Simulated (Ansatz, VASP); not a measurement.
TiPt3 in VASP and in Ansatz

Contents of INCAR:

```
SYSTEM = TiPt3
PREC = Accurate
ENCUT = 520
EDIFF = 1E-6
ISMEAR = -1
SIGMA = 0.05
LREAL = .FALSE.
LASPH = .TRUE.
NELM = 60
ALGO = Normal
ISIF = 2
LWAVE = .FALSE.
LCHARG = .FALSE.
NBANDS = 29
```

Contents of KPOINTS:

```
regular mesh
0
G
  7 7 7
  0 0 0
```

POSCAR

```
TiPt3
1.0
    3.8174470657      0.0000000000      0.0000000000
    0.0000000000      3.8174470657      0.0000000000
    0.0000000000      0.0000000000      3.8174470657
Pt Ti
3 1
Direct
    0.5000000000      0.5000000000      0.0000000000
    0.5000000000      0.0000000000      0.5000000000
    0.0000000000      0.5000000000      0.5000000000
    0.0000000000      0.0000000000      0.0000000000
```

The input input.yaml:

```yaml
crystal:
  lattice:
    - [3.8174470657, 0.0, 0.0]
    - [0.0, 3.8174470657, 0.0]
    - [0.0, 0.0, 3.8174470657]
  atoms:
    - { symbol: Pt, position: [0.5, 0.5, 0.0] }
    - { symbol: Pt, position: [0.5, 0.0, 0.5] }
    - { symbol: Pt, position: [0.0, 0.5, 0.5] }
    - { symbol: Ti, position: [0.0, 0.0, 0.0] }
kpoints:
  mp_grid: { grid: [7, 7, 7] }
scf:
  occupations: { method: fermi_dirac, width: 0.05 }
hamiltonian:
  xc: lda
  pseudopotentials: { kind: all_electron, lapw: { basis_error: 0.002 } }
output:
  forces: true
  stress: true
  eigenvalues: true
```

Change from the starting cell: volume scaled by 0.94.

Alike in both runs: task single point; functional LDA; k mesh 7 × 7 × 7; occupations fermi-dirac, width 0.05 eV; no spin polarisation.

|  | VASP | Ansatz |
| --- | --- | --- |
| version | VASP 6.6.1 | Ansatz 0.2.0 |
| potentials or method | VASP PAW LDA potentials, release 64 (Pt, Ti_sv) | all-electron LAPW, scalar-relativistic |
| plane-wave cutoff (eV) | 520 | see its input |

|  | VASP | Ansatz | Ansatz less VASP |
| --- | --- | --- | --- |
| gap on the k mesh at the Fermi level (eV) | none | none | - |
| pressure (GPa) | 14.6 | 13.7 | -0.89 |

A gap of «none» marks a metal or a gap that the smearing closes. Ansatz ran all-electron here, so the differences hold the error of VASP's frozen core and of both bases.

The runs have no spin-orbit coupling, so splittings on Pt are missing.
